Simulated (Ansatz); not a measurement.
Clean, relaxed (100) surface of Si, space group Fd-3m (No. 227) (top face towards +c; atoms held fixed, by place in the list: 1, 2, 3):

```
Si
1.0
     3.84172    0.00000    0.00000
     0.00000    3.84172    0.00000
     0.00000    0.00000   23.79126
Si
6
Cartesian
  0.0000 1.9209 8.5000
  0.0000 0.0000 9.8583
  1.9209 0.0000 11.2165
  1.9209 1.9209 12.5668
  0.0000 1.9209 13.9273
  0.0000 0.0000 15.2590
```

Level of theory: DFT PBEsol, scalar-relativistic, plane waves, PAW in Ansatz 0.2.0. Settings: cutoff 420 eV, Γ-centred mesh 8×8×1 on the computed 6-atom cell, Gaussian smearing of 0.05 eV; no spin polarisation. The cell repeats along c with a dipole correction in the vacuum.

With the adsorbate the run is spin-polarised, so any moments that the slab's own atoms take up count into E_ads.

Ge (atom) is put at the bridge (Si-Si) at (0.50, 0.00) site, one adsorbate per 14.8 Å², and relaxed. E_ads counts from the clean slab and the free adsorbate (spin-polarised where it has unpaired electrons); negative means bound. Heights count from the highest slab atom after relaxation. Bonded neighbours lie within 1.25 times the sum of covalent radii (1.35 for H) and, on that scale, within 12 % of the closest. With the adsorbate the cell is lengthened along c to keep the vacuum.

Q: How strongly does it bind, and where does its anchoring atom end?

A: -4.52 eV; at (0.50, 0.00), 2 bonded neighbours (Si).

Q: How high does its anchoring atom sit over the highest slab atom, and what is the shortest contact with the surface?

A: 1.43 Å; Ge–Si 2.39 Å.

Q: The clean face has a work function of 5.33 eV. How does the adsorbate change it?

A: By -0.13 eV.

Q: What spin moment does the cell carry?

A: 0.08 μB.

Each end is the local minimum or symmetric point that its start leads to. The slab is only 6.8 Å thick, so the energies aren't converged with thickness.

For at least one of the starts the bottom face's work function also shifts by over 0.1 eV: the slab is too thin to screen the adsorbate, so the work functions aren't converged with thickness.